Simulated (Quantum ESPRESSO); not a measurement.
## Au: phonons at L under several settings

```
Au
1.0
     0.00000    2.03500    2.03500
     2.03500    0.00000    2.03500
     2.03500    2.03500    0.00000
Au
1
Direct
  0.00000 0.00000 0.00000
```

All runs used Quantum ESPRESSO 7.5.

```csv
level,potentials,k mesh (s: shifted),geometry,spin,cutoff (eV),occupations,pressure (GPa),frequencies (cm⁻¹)
LDA,PseudoDojo 0.4.1 SR LDA standard,11 × 11 × 11,"given cell, atoms relaxed",no spin polarisation,871,"cold, width 0.272 eV",?,?
PBEsol,PseudoDojo 0.4 FR PBEsol standard,9 × 9 × 9,given cell,"spin-orbit coupling, no magnetisation",1034,"methfessel-paxton, width 0.272 eV",0.3,93i 93i 53i
```

Q: What stands in the row left open?

A: Pressure -5.2 GPa; frequencies 58 58 170 cm⁻¹.

Values marked i are imaginary: the cell is unstable against those modes at that level, or the meshes are too thin.

Caveats: the q point doesn't lie on the k mesh, which can shift a metal's frequencies strongly unless the mesh is converged; the cell is more than 3 GPa from zero pressure, which shifts response properties (some runs); the mesh is thin for the phonons of a metal (some runs); some modes are imaginary (some runs).

For the row left open. Caveat: the cell is more than 3 GPa from zero pressure, which shifts response properties; the q point doesn't lie on the k mesh, which can shift a metal's frequencies strongly unless the mesh is converged.
